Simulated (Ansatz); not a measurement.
A field-response calculation (clamped ions) of HfO2 (anatase) with the plane-wave code Ansatz, at the level PBE. Cell and atoms come from a relaxation with r2SCAN.

Input (YAML):
```yaml
crystal:
  lattice:
    - [-1.9964436454, 1.9964436454, 5.2726271629]
    - [1.9964436454, -1.9964436454, 5.2726271629]
    - [1.9964436454, 1.9964436454, -5.2726271629]
  atoms:
    - { symbol: Hf, position: [0.75, 0.25, 0.5] }
    - { symbol: Hf, position: [0.0, 0.0, 0.0] }
    - { symbol: O, position: [0.5478893361, 0.0478893361, 0.5] }
    - { symbol: O, position: [0.7978893361, 0.7978893361, 0.0] }
    - { symbol: O, position: [0.2021106639, 0.2021106639, 0.0] }
    - { symbol: O, position: [0.9521106639, 0.4521106639, 0.5] }
kpoints:
  mp_grid: { grid: [8, 8, 8] }
hamiltonian:
  xc: pbe
scf:
  occupations: { method: fixed }
dielectric: {}
```

It took 61 s on 1 × NVIDIA H100 80GB HBM3 with 2 threads of AMD EPYC 7R13 Processor (Zen 3), on a shared host, load about 2.5 per core; peak host memory 2.9 GiB.

Abridged output:
```
Pseudopotential: Hf, paw, valence charge 26, recommended cutoff 420 eV (normal)
Pseudopotential: O, paw, valence charge 6, recommended cutoff 420 eV (normal)
Functional definition: PBE
Crystal: 6 atoms, lattice volume = 84.062 Å³
Basis set: ecut = 420 eV, 1621 PW (Γ)
Bands: 46, of which v1, the nominal top of the filled ones, is band 38 counted from 1 (37 counted from 0)
Symmetry: 16 space group operations
k-points: 150 of 512 (irreducible under 2 space group operations, time reversal used)
Free energy (F): -33723.360526 eV
Fermi energy:    9.995472 eV
--- Band table (eV; the first three rows and the last of 150) ---
  k-point 0: bands = […, 8.4860, 9.3051, 9.5875, 9.5875, 9.6954, 9.6954, 14.4598, 15.4811, 15.7711, 17.0905, …]
  k-point 1: bands = […, 8.6767, 9.2007, 9.2017, 9.2399, 9.4392, 9.8209, 15.0330, 15.8051, 16.0871, 16.6281, …]
  k-point 2: bands = […, 8.2381, 8.2566, 8.7750, 9.2016, 9.6509, 9.8941, 15.7161, 16.0052, 16.1684, 16.4020, …]
  k-point 149: bands = […, 8.8060, 8.8060, 9.2658, 9.2658, 9.9955, 9.9955, 15.0553, 15.0553, 16.8336, 16.8336, …]
--- Dielectric response (ions clamped): 2 representative field directions + reference, on 150 of 512 k-points ---
  ε∞ (high-frequency dielectric tensor):
        4.155944     0.000000     0.000000
        0.000000     4.155944     0.000000
        0.000000     0.000000     4.052503
  Born effective charges Z* (e; rows j = field, columns β = displacement):
    site 0:
         5.22772    0.00000    0.00000
         0.00000    5.22772    0.00000
         0.00000    0.00000    4.93806
    site 1:
         5.22772    0.00000    0.00000
         0.00000    5.22772    0.00000
         0.00000    0.00000    4.93806
    site 2:
        -1.01726    0.00000    0.00000
         0.00000   -4.21046    0.00000
         0.00000    0.00000   -2.46903
    site 3:
        -4.21046    0.00000    0.00000
         0.00000   -1.01726    0.00000
         0.00000    0.00000   -2.46903
    site 4:
        -1.01726    0.00000    0.00000
         0.00000   -4.21046    0.00000
         0.00000    0.00000   -2.46903
    site 5:
        -4.21046    0.00000    0.00000
         0.00000   -1.01726    0.00000
         0.00000    0.00000   -2.46903
```

The rows of the band table are 0: (0, 0, 0) = Γ, 1: (0, 0, 1/8), 2: (0, 0, 1/4), 149: (-1/2, -1/2, -1/2) = M.

The electronic dielectric tensor ε∞ is 4.16 along x and y, 4.05 along z. Born charges, averaged over directions: Hf +5.13, O -2.57 e. The program notes that the ground state's band table doesn't vouch for all the bands that the response reads.

Spin-unpolarised throughout. Whether this structure exists isn't addressed.

Spin-orbit coupling is left out, which matters wherever the heavy atoms make up the band edges.
